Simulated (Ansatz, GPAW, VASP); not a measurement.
**NiO: 3 runs at one level of theory**

```
Ni O
1.0
     0.00000    2.08590    2.08590
     2.08590    0.00000    2.08590
     2.08590    2.08590    0.00000
Ni O
1 1
Direct
  0.00000 0.00000 0.00000
  0.50000 0.50000 0.50000
```

Alike in all runs: task single point; functional PBE; k mesh 11 × 11 × 11; occupations gaussian, width 0.024 eV; collinear spin, ferromagnetic start; no spin-orbit coupling. The measured crystal is an antiferromagnetic insulator; the state found here is the runs' own. Pressure is positive in compression and, in plane waves, holds the error of the finite cutoff.

```tsv
program and potentials	plane-wave cutoff (eV)	notes	pressure (GPa)	net moment per atom (μB)
VASP, PBE PAW files Ni, O, 520 eV	520	8 valence electrons an atom on average	?	?
GPAW, GPAW PAW data sets (gpaw-data 1.2.1)	800	11 valence electrons an atom on average; this data set often lies off other programs	10.23	0.89
Ansatz, all-electron LAPW, scalar-relativistic	-	-	6.64	0.91
```

Estimate from the other rows what the run with VASP, PBE PAW files Ni, O, 520 eV gave.

Pressure 5.95 GPa; net moment per atom 0.88 μB. The other rows, which needn't bracket it: pressure 6.64 to 10.23; net moment per atom 0.89 to 0.91.
